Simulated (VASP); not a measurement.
A run of VASP 6.6.1 is set up as follows.

Contents of INCAR:

```
PREC = Accurate ; ENCUT = 300
EDIFF = 1E-7 ; ISMEAR = 1
SIGMA = 0.1 ; LREAL = False
LASPH = True ; NELM = 80
ALGO = Normal ; ISIF = 3
LWAVE = False ; LCHARG = False
GGA = PE ; IBRION = 2
NSW = 90 ; EDIFFG = -0.005
```

Contents of KPOINTS:

```
regular mesh
0
Gamma
  8 8 3
```

The input POSCAR:

```
TaS2                                    
1.0
    3.3625590537     -0.0000000000     -0.0000000000
   -1.6812795268      2.9120615622     -0.0000000000
   -0.0000000000      0.0000000000      6.2371059069
  Ta              S             
     1     2
Direct
     0.0000000000000000    0.0000000000000000    0.0000000000000000
     0.3333333332999970    0.6666666667000030    0.2466799590663681
     0.6666666667000030    0.3333333332999970    0.7533200409336318
```

Potentials or basis: VASP PAW PBE potentials, release 64 (Ta, S).

Command:

```bash
$ cat potpaw_PBE.64/Ta/POTCAR potpaw_PBE.64/S/POTCAR > POTCAR
$ mpirun -np 1 vasp_std > vasp.out
```

Question: Estimate the relaxed cell.

Answer: a = 3.362 Å, b = 3.362 Å, c = 6.311 Å, α = 90.00°, β = 90.00°, γ = 120.00°.

Question: Predict the band gap on the k mesh.

Answer: None (metal or under the smearing width).

Question: Predict the space group after relaxing (to 0.05 Å).

Answer: P-3m1 (No. 164).

Step by step:
| step | energy change (eV) | largest force (eV/Å) | pressure (GPa) | volume (Å³) |
| --- | --- | --- | --- | --- |
| 1 | 0.0000 | 0.0053 | 0.11 | 61.07 |
| 2 | 0.0000 | 0.0434 | -0.17 | 61.20 |
| 3 | -0.0001 | 0.0234 | -0.06 | 61.15 |
| 4 | -0.0001 | 0.0210 | 0.02 | 61.14 |
| 5 | -0.0001 | 0.0191 | 0.08 | 61.14 |
| 6 | -0.0002 | 0.0219 | 0.04 | 61.22 |
| 7 | -0.0004 | 0.0290 | -0.08 | 61.46 |
| 8 | -0.0004 | 0.0422 | -0.30 | 61.93 |
| 9 | -0.0004 | 0.0349 | -0.19 | 61.68 |
| 10 | -0.0005 | 0.0298 | -0.16 | 61.70 |
| 11 | -0.0005 | 0.0140 | -0.08 | 61.75 |
| 12 | -0.0005 | 0.0175 | 0.09 | 61.84 |
| 13 | -0.0005 | 0.0005 | -0.01 | 61.79 |

Caveat: the cutoff is under 1.25 times the usual one of these potentials, so pressure, stress and relaxed cells hold a basis-set (Pulay) error; this functional lacks dispersion, which binds the layers, so the pressure and a relaxed spacing across them are unreliable. PBE usually gives volumes a little too large and moduli too small.
